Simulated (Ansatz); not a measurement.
The system is CoO.

```
Co O
1.0
     1.60222    0.92504    2.56647
    -1.60222    0.92504    2.56647
     0.00000   -1.85008    2.56647
Co O
1 1
Direct
  0.99898 0.99898 0.99898
  0.75102 0.75102 0.75102
```

Measurements of this composition are mostly on another form, of space group No. 225.

Base run:

* Program: Ansatz 0.2.0
* Functional: LDA
* Potentials or basis: all-electron LAPW, scalar-relativistic
* Cutoff: 455 eV
* Density cutoff: 1821 eV
* Basis error allowed: 0.001 eV/atom
* k mesh: 7 × 7 × 7
* Occupations: fermi-dirac, width 0.05 eV
* Spin: collinear spin, ferromagnetic start
* Starting moments: [2.0, 0.0] μB

Its results: pressure -15.2 GPa; net moment 2.70 μB per cell; site moments Co +2.29; O +0.31 μB; largest force 0.198 eV/Å.

Task: The run is repeated on the same cell with these changes: functional from LDA to PBEsol. What comes out?

Result: Pressure -7.9 GPa; net moment 2.79 μB per cell; site moments Co +2.37; O +0.32 μB; largest force 0.228 eV/Å.

PBEsol binds less tightly than LDA, so the same cell stands under more pressure.

Caveats: the k mesh is thin for a metal, which can move the energy by tens of meV per atom; a cell with one magnetic atom can't hold antiferromagnetic order, which such compounds often take.

Not every run made on this cell is shown here.
